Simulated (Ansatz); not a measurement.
# CuI: energy and pressure over a range of volumes

An exercise on one series of results from a longer session: the logs are not shown, and one member is left open.

Computed with Ansatz 0.2.0 (DFT LDA, scalar-relativistic, unless a step's input says otherwise).

**Starting point**

It takes space group Cmcm (No. 63, orthorhombic). The conventional cell has a = 7.466 Å, b = 7.422 Å, c = 4.307 Å, α = 90.00°, β = 90.00°, γ = 90.00°. Around Cu (site symmetry m2m) lie 2 Cu at 2.46 Å and 3 I at 2.58 to 2.59 Å. Around I (site symmetry m2m) lie 3 Cu at 2.58 to 2.59 Å.

As a file:

```
Cu I
1.0
     3.73317   -3.71109    0.00000
     3.73317    3.71109    0.00000
     0.00000    0.00000    4.30700
Cu I
2 2
Direct
  0.42044 0.57956 0.75000
  0.57956 0.42044 0.25000
  0.77004 0.22996 0.75000
  0.22996 0.77004 0.25000
```

Atoms are numbered in the order of the input: Cu1, Cu2, I3, I4.

Set-up of the first run:

input.yaml reads:

```yaml
crystal:
  lattice:
    - [3.6827131944, -3.6609304058, 0.0]
    - [3.6827131944, 3.6609304058, 0.0]
    - [0.0, 0.0, 4.2487878631]
  atoms:
    - { symbol: Cu, position: [0.42043883, 0.57956117, 0.75] }
    - { symbol: Cu, position: [0.57956117, 0.42043883, 0.25] }
    - { symbol: I, position: [0.77004268, 0.22995732, 0.75] }
    - { symbol: I, position: [0.22995732, 0.77004268, 0.25] }
kpoints:
  mp_grid: { grid: [5, 5, 6] }
  band_path:
    path:
      - [0.0, 0.0, 0.0]
      - [0.5, 0.5, 0.0]
      - [0.4970513089, 0.5029486911, 0.0]
      - [-0.4970513089, 0.4970513089, 0.0]
      - [0.0, 0.0, 0.0]
      - [0.0, 0.0, 0.5]
      - [-0.4970513089, 0.4970513089, 0.5]
      - [0.4970513089, 0.5029486911, 0.5]
      - [0.5, 0.5, 0.5]
    npoints: 5
scf:
  occupations: { method: fermi_dirac, width: 0.02 }
hamiltonian:
  xc: lda
  pseudopotentials: { kind: all_electron, lapw: { basis_error: 0.0005 } }
output:
  forces: true
  stress: true
  eigenvalues: true
```

On the command line:

```
$ ansatz run input.yaml --threads 1 --pin off --max-ram 6144MiB --backend cpu --events-out ev --progress --plain --runs-dir out
```

Steps of the session up to this table: Volume × 0.96, LAPW; Volume × 0.96, PAW; Volume × 0.96, crystal datasets; Volume × 0.99, LAPW; Volume × 0.99, PAW; Volume × 0.99, crystal datasets; Volume × 1.02, LAPW; Volume × 1.02, PAW; Volume × 1.02, crystal datasets; Volume × 1.06, LAPW; Volume × 1.06, PAW; Volume × 1.06, crystal datasets.

One table of the session follows, with a row left open; its other results are not shown here.

It belongs to the step «The equation of state». 

```
          method  volume (Å³/atom)  pressure (GPa)  gap on the k mesh (eV)  largest force (eV/Å)
            LAPW            28.641           -1.49                    0.90                 0.047
            LAPW            29.536           -2.69                    0.87                 0.309
            LAPW            30.432           -3.67                    0.84                 0.538
            LAPW            31.625           -4.71                    0.81                 0.799
             PAW            28.641           -1.49                    0.90                 0.048
             PAW            29.536           -2.69                    0.87                 0.310
             PAW            30.432           -3.68                    0.84                 0.539
             PAW            31.625               ?                       ?                     ?
crystal datasets            28.641           -1.49                    0.90                 0.047
crystal datasets            29.536           -2.69                    0.87                 0.309
crystal datasets            30.432           -3.68                    0.84                 0.538
crystal datasets            31.625           -4.71                    0.81                 0.799
```

**Question.** Estimate the row for PAW, 31.625.

The run gave: pressure (GPa): -4.71; gap on the k mesh (eV): 0.81; largest force (eV/Å): 0.800.

Caveats from the session: Warnings in the runs' records: gradients without spin orbit, crystal datasets made.
